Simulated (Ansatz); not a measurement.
## What 5 layers does to InN

The parent structure is InN in the zinc blende structure (space group F-43m, No. 216; a = 4.987 Å). Axes: x, y, z lie along the cube axes.

Perturbation: a free-standing slab of 5 layers (10 atoms, 2 a layer) is cut normal to [110], with 15 Å of vacuum and the in-plane cell held at bulk.

All numbers come from PBEsol, PAW, 420 eV (Ansatz, an electronic-structure program; scalar-relativistic without spin-orbit coupling). k-mesh 9×7×1 (Γ-centred); smearing 0.05 eV (Fermi–Dirac), for the changed cell.

The layer's space group (with vacuum) amounts to Pmm2 (No. 25) and the shortest interatomic distance shrinks by 0.0996 Å, from 2.159 Å to 2.060 Å. The band gap goes from zero to 0.46 eV and the gap character amounts to indirect, Γ–Z (40 % along) → Γ. The excess energy per area of both faces (slab less bulk energy over the cell's area: twice a surface energy) comes out as 2.9 J/m² (uncertain by up to 0.09 J/m²) and the change of the spacing d12 from its bulk value of 1.763 Å comes out as -5.5 %. The change of the spacing d23 from its bulk value of 1.763 Å amounts to +1.4 %.

Final structure:

```xyz
10
Lattice="3.5261 0.0000 0.0000 0.0000 4.9866 0.0000 0.0000 0.0000 22.0521" Properties=species:S:1:pos:R:3 pbc="T T T"
N      2.6445     2.4610     7.4474
In     0.8815     1.4261     7.6983
N      4.4076     4.9238     9.2511
In     2.6445     3.6978     9.2263
N      6.1706     7.4398    11.0261
In     4.4076     6.1889    11.0261
N      7.9336     9.9104    12.8010
In     6.1706     8.6843    12.8258
N      9.6966    12.4342    14.6047
In     7.9336    11.3993    14.3538
```

The excess energy carries the mismatch between the slab's and the bulk's meshes. No phonon test of stability was made. All final runs are without spin polarisation. This is not the structure that InN has at room temperature and ambient pressure. The zero or small gap of InN can change with the level of theory. k-point labels follow each cell's own Brillouin zone.
